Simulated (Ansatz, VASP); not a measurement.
## One calculation of Ru, two programs

```
Ru
1.0
     0.00000    1.83364    1.83364
     1.83364    0.00000    1.83364
     1.83364    1.83364    0.00000
Ru
1
Direct
  0.00000 0.00000 0.00000
```

Change from the starting cell: equal engineering shear yz, xz and xy +0.0000, equal normal strain along x, y and z -0.0375.

Alike in both runs: task single point; functional PBE; k mesh 20 × 20 × 20; occupations gaussian, width 0.15 eV; no spin polarisation.

|  | VASP | Ansatz |
| --- | --- | --- |
| version | VASP 6.6.1 | Ansatz 0.2.0 |
| potentials or method | VASP PAW PBE potentials, release 64 (Ru_pv) | scalar-relativistic, plane waves, PAW |
| plane-wave cutoff (eV) | 520 | 420 |
| valence electrons in the cell | 14 | 16 |

Ansatz gave:

```
gap on the k mesh at the Fermi level (eV) : none
pressure (GPa)                            : 46.6
```

**Question.** Estimate VASP's values.

**Answer.** gap on the k mesh at the Fermi level (eV): none; pressure (GPa): 46.7.

A gap of «none» marks a metal or a gap that the smearing closes. The two sets of potentials don't hold the same shells in valence.

Caveats: so large a pressure means that the cell lies far from this level's equilibrium, or that cutoff or potentials fall short (VASP).
